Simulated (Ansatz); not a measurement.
Crystal: Co.

```
Co
1.0
     0.00000    3.21737    3.21737
     3.21737    0.00000    3.21737
     3.21737    3.21737    0.00000
Co
6
Direct
  0.12500 0.12500 0.12500
  0.62500 0.12500 0.12500
  0.12500 0.62500 0.12500
  0.12500 0.12500 0.62500
  0.50000 0.50000 0.50000
  0.75000 0.75000 0.75000
```

This isn't the form of Co at room conditions, which is hcp.

```yaml
Program: Ansatz 0.2.0
Task: single point
Functional: PBE
Potentials_or_basis: Ansatz PAW
Cutoff: "420 eV (not typed: the program's choice for these potentials)"
k_mesh: 7 × 7 × 7
Occupations: fermi-dirac, width 0.05 eV
Spin: collinear spin, ferromagnetic start
Starting_moments: "[2.0, 2.0, 2.0, 2.0, 2.0, 2.0] μB"
```

On this cell: pressure 6.4 GPa; largest force zero by symmetry; net moment 9.88 μB per cell; site moments Co +1.69, +1.78 μB; band gap on the k mesh none (metal or under the smearing width).

The same run follows on a disturbed copy (atoms moved at random, drawn with an rms of 0.05 Å):

```
Co
1.0
     0.00000    3.21737    3.21737
     3.21737    0.00000    3.21737
     3.21737    3.21737    0.00000
Co
6
Direct
  0.11346 0.12916 0.13445
  0.62736 0.12721 0.12437
  0.12208 0.61989 0.13978
  0.10940 0.13497 0.62712
  0.50352 0.49348 0.50862
  0.74862 0.74230 0.75188
```

**Question.** What does the disturbed cell give?

**Answer.** The energy (extrapolated to zero smearing) moves by +9.9 meV/atom; pressure 7.0 GPa; largest force 0.849 eV/Å; net moment 9.88 μB per cell; site moments Co +1.69, +1.68, +1.78 μB; band gap on the k mesh none (metal or under the smearing width).

Forces in eV/Å, atoms in the order of the input:
```
Co  -0.398  0.115  0.191
Co   0.257 -0.189 -0.665
Co   0.057 -0.509  0.615
Co  -0.248  0.800 -0.139
Co   0.101 -0.210 -0.066
Co   0.232 -0.007  0.064
```

Stress tensor (GPa, compression positive):
```
 6.96 -0.02 -0.32
-0.02  7.00 -0.29
-0.32 -0.29  7.03
```
